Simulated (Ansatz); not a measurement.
# The polar optical mode of LiCl at 12 GPa, worked through

The calculation used DFT PBE, scalar-relativistic, plane waves, PAW (Ansatz 0.2.0). Cutoff 420 eV, 8×8×8 k-points (Γ-centred), fixed occupations. No spin polarisation. Phonons by linear response, acoustic sum rule imposed.

The cell, relaxed at 12 GPa:
```xyz
2
Lattice="0.0000 2.3852 2.3852 2.3852 0.0000 2.3852 2.3852 2.3852 0.0000" Properties=species:S:1:pos:R:3 pbc="T T T"
Li    0.0000    0.0000    0.0000
Cl    2.3852    2.3852    2.3852
```

Linear response gives ν_TO = 324.9 cm⁻¹, Born charges ±1.140 e (positive on Li) and ε∞ = 3.284. The primitive cell holds 27.141 Å³, and the masses are 6.940 and 35.450 amu.

Question: Find ν_LO and the static dielectric constant.

Answer: The long-wave field adds a restoring force: ω_LO² − ω_TO² = Z*²e²/(ε_vac ε∞ μV). In these units ν_LO² − ν_TO² = 4.92064×10⁷ Z*²/(μ V ε∞) cm⁻², with μ = m₁m₂/(m₁ + m₂) = 5.804 amu: 123680 cm⁻². So ν_LO = √(324.9² + 123680) = 478.8 cm⁻¹, and the run gives 478.8. Lyddane–Sachs–Teller then gives ε0 = ε∞ (ν_LO/ν_TO)² = 7.13, against 7.13 in the run (it forms both from the same three quantities, so the match checks the arithmetic only). Between ν_TO and ν_LO the dielectric function is negative and an undamped crystal reflects fully: a reststrahlen band from 20.9 to 30.8 μm.

Question: What do the Clausius–Mossotti polarisability and the Szigeti charge come to?

Answer: With the Lorentz local field, α = (3V/4π)(ε∞ − 1)/(ε∞ + 2) = 2.80 Å³ for the pair, and e_S = 3Z*/(ε∞ + 2) = 0.65 e. The Born charge includes the electrons' response to the dipole's own local field, and e_S takes that enhancement out. The Lorentz field assumes point-like polarisable ions, a fair picture at this small ε∞.

Question: How strongly does a slow electron couple to the LO mode?

Answer: For one isotropic parabolic band, Fröhlich's constant is α_F = (1/ε∞ − 1/ε0) √(m* Ry/ħω_LO), with Ry = 13.606 eV, ħω_LO = 59.4 meV and m* in free-electron masses: α_F = 0.1643 × 15.14 × √m* = 2.49 √m*. The band mass isn't part of this run; for m* = 0.1, 0.3 and 1 it gives 0.79, 1.36, 2.49. In weak coupling the polaron lies α_F ħω_LO below the band edge (81 meV at m* = 0.3) with a mass m*(1 + α_F/6); past α_F of about 5 or 6 that expansion fails. A semilocal functional's ε∞ tends to be too large, which taken alone lowers α_F.